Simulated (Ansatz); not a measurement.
## Li: all-electron results

```yaml
crystal:
  lattice:
    - [3.05442, 0.00000, 0.00000]
    - [-1.52721, 2.64521, 0.00000]
    - [0.00000, 0.00000, 4.99520]
  atoms:
    - { symbol: Li, position: [0.33333, 0.66667, 0.25000] }
    - { symbol: Li, position: [0.66667, 0.33333, 0.75000] }
```

Atoms are numbered in the order listed.

Conventional cell: a = 3.054 Å, b = 3.054 Å, c = 4.995 Å, α = 90.00°, β = 90.00°, γ = 120.00°. Around Li (atom 1) lie 12 Li at 3.05 to 3.06 Å.

The cell was built from the hcp type and relaxed in the same program, and has space group P6_3/mmc; it needn't be a known or the stable phase.

Theory: Ansatz 0.2.0, DFT, PBE, all-electron LAPW, scalar-relativistic.

Sampling and basis: a Γ-centred 16×16×9 k mesh, Fermi–Dirac smearing of 0.05 eV, basis error target 0.25 meV/atom, no spin polarisation.

```json
{
  "Band gap": "none: bands cross the Fermi level, a metal",
  "Density of states at the Fermi level (0.2 eV bin)": "1.02 states/eV per cell",
  "Volume per atom": "20.18 Å³",
  "Pressure at this cell": "0.03 GPa"
}
```
